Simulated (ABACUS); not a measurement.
## Tl under changes of volume

One of the cells (28.575 Å³/atom); the others are scaled copies at fixed shape and fractional positions:

```
Tl
1.0
     3.45600    0.00000    0.00000
    -1.72800    2.99298    0.00000
     0.00000    0.00000    5.52500
Tl
2
Direct
  0.66667 0.33333 0.75000
  0.33333 0.66667 0.25000
```

| Property | Result |
| --- | --- |
| Program | ABACUS 3.10.1 |
| Functional | PBE |
| Potentials or basis | PseudoDojo NC SR 0.4.1 PBE standard |
| Cutoff | 1361 eV |
| Density cutoff | 5442 eV |
| Basis | DZP LCAO (the cutoffs set its grid) |
| k mesh | 9 × 9 × 5 |
| Occupations | fermi-dirac, width 0.05 eV |
| Spin | no spin polarisation |

```csv
volume (Å³/atom),energy over the lowest point (meV/atom),pressure (GPa)
26.860,98.75,7.7
27.432,73.44,6.5
28.003,52.25,5.4
28.575,34.64,4.5
29.146,20.27,3.6
29.718,?,?
30.289,0.00,2.2
```

Question: What does the run at 29.718 Å³/atom give?

Answer: Energy over the lowest point 8.84 meV/atom; pressure 2.8 GPa.

Worked out: A Birch-Murnaghan fit of order 3 (a polynomial in V^(-2/3)) to the other rows has no minimum within the range. It gives 8.83 meV/atom at 29.718 Å³/atom, against the run's 8.84, and -dE/dV = 2.8 GPa, against 2.8.

Energies are extrapolated to zero smearing.

Caveats: the atomic orbitals were generated for these runs and aren't a published set; the basis of atomic orbitals isn't converged, which shifts pressures, moduli and gaps.
